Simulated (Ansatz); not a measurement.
BaSnO3 (cubic perovskite)

```
CELL_PARAMETERS angstrom
      4.13052     0.00000     0.00000
      0.00000     4.13052     0.00000
      0.00000     0.00000     4.13052
ATOMIC_POSITIONS crystal
  Ba 0.00000 0.00000 0.00000
  Sn 0.50000 0.50000 0.50000
  O  0.00000 0.50000 0.50000
  O  0.50000 0.50000 0.00000
  O  0.50000 0.00000 0.50000
```

The slice is a {110} plane (indices of the conventional cell) through the point (0.000, 0.000, 0.000) (fractional), spanned by u = [100] and v = [011] in vectors of this cell: u (4.13 Å) and v (5.84 Å, at 90° to u). It covers one period; positions are fractions (u, v).

These are r2SCAN (plane waves to 500 eV, PAW, scalar-relativistic; Ansatz, a quantum-chemistry and plane-wave program) values and carry that method's errors. k mesh 8×8×8. These are valence fields of a PAW run, semicore shells included where kept as valence: close to a nucleus they are smooth pseudo fields. BaSnO3 was relaxed with its symmetry unable to fall. The PAW data are Ansatz's earlier set.

### Question
Around which element is the density of the highest valence band (whole band, smooth part) largest on this plane?

### Answer
O. Mean over a disc round each atom, of radius 0.45 times the shortest bond: O 0.095, Ba 0.006, Sn 0.001 e/Å³.

### Question
What is the valence density on the shortest Sn–O line in this plane (2.07 Å), at its midpoint?

### Answer
0.60 e/Å³.

### Question
What is the ELF at the midpoint of the shortest Sn–O line in this plane (2.07 Å)?

### Answer
0.2.

### Question
Predict the map of the valence electron density on the slice.

### Answer
```
|====++****++==--::..        ..::--==++****++==|
|++++******++==--::..        ..::--==++******++|
|********++++==::....        ....::==++++******|
|******++++==--::................::--==++++****|
|++++++++==--::....................::--==++++++|
|======----::::....................::::----====|
|------::::..........::::::::..........::::----|
|::::::::..........::::::::::::..........::::::|
|::::::::........::::::::::::::::........::::::|
|------::::::::::::------------::::::::::::----|
|======----::::::----========----::::::----====|
|++++++==--------==++********++==--------==++++|
|####**++====--==++####%%%%####++==--====++**##|
|%%%%##**++====++**%%%%@@@@%%%%**++====++**##%%|
|@@%%%%##++++==++##%%@@@@@@@@%%##++==++++##%%%%|
|@@@@%%##**++==**##%%@@@@@@@@%%##**==++**##%%@@|
|@@%%%%##++++==++##%%@@@@@@@@%%##++==++++##%%%%|
|%%%%##**++====++**%%%%@@@@%%%%**++====++**##%%|
|####**++====--==++####%%%%####++==--====++**##|
|++++++==--------==++********++==--------==++++|
|======----::::::----========----::::::----====|
|------::::::::::::------------::::::::::::----|
|::::::::........::::::::::::::::........::::::|
|::::::::..........::::::::::::..........::::::|
|------::::..........::::::::..........::::----|
|======----::::....................::::----====|
|++++++++==--::....................::--==++++++|
|******++++==--::................::--==++++****|
|********++++==::....        ....::==++++******|
|++++******++==--::..        ..::--==++******++|
|====++****++==--::..        ..::--==++****++==|
|====++****++==--::..        ..::--==++****++==|
```
Scale: ten equal steps from -1.50 (start of ' ') to 1.10 (end of '@'), in the order ' .:-=+*#%@'. Values: log₁₀ of the valence density in e/Å³. The map has 23 points along u (two characters each, u = 0 at the left) and 32 along v (v = 0 in the bottom row). The scale is logarithmic, as a density can span decades between atoms and voids.
